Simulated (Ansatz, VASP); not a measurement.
# SiO2 in VASP and in Ansatz

```
Si O
1.0
     4.40556    0.00000    0.00000
     0.00000    4.40556    0.00000
     0.00000    0.00000    2.79810
Si O
2 4
Direct
  0.50000 0.50000 0.50000
  0.00000 0.00000 0.00000
  0.69302 0.69302 0.00000
  0.19302 0.80698 0.50000
  0.30698 0.30698 0.00000
  0.80698 0.19302 0.50000
```

Change from the starting cell: strain +0.040 along x and y, +0.040 along z, atoms carried along.

Alike in both runs: task single point; functional PBE; k mesh 6 × 6 × 8; occupations gaussian, width 0.05 eV; no spin polarisation.

|  | VASP | Ansatz |
| --- | --- | --- |
| version | VASP 6.6.1 | Ansatz 0.2.0 |
| potentials or method | VASP PAW PBE potentials, release 64 (Si, O) | scalar-relativistic, plane waves, PAW |
| plane-wave cutoff (eV) | 520 | 420 |
| valence electrons in the cell | 32 | 32 |

```csv
,VASP,Ansatz,Ansatz less VASP
gap on the k mesh at the Fermi level (eV),3.12,3.14,+0.021
least direct gap on the mesh (eV),3.12,3.14,+0.021
pressure (GPa),-27.2,-27.3,-0.11
largest component of the traceless stress (GPa),4.44,4.77,+0.333
rms of the force components (eV/Å),0.326,0.334,+0.0077
```

Atom by atom the forces differ by 0.008 eV/Å (rms over components). The functional is the same, so the differences come from potentials, cutoffs and numerics.

Caveats: so large a pressure means that the cell lies far from this level's equilibrium, or that cutoff or potentials fall short (VASP).
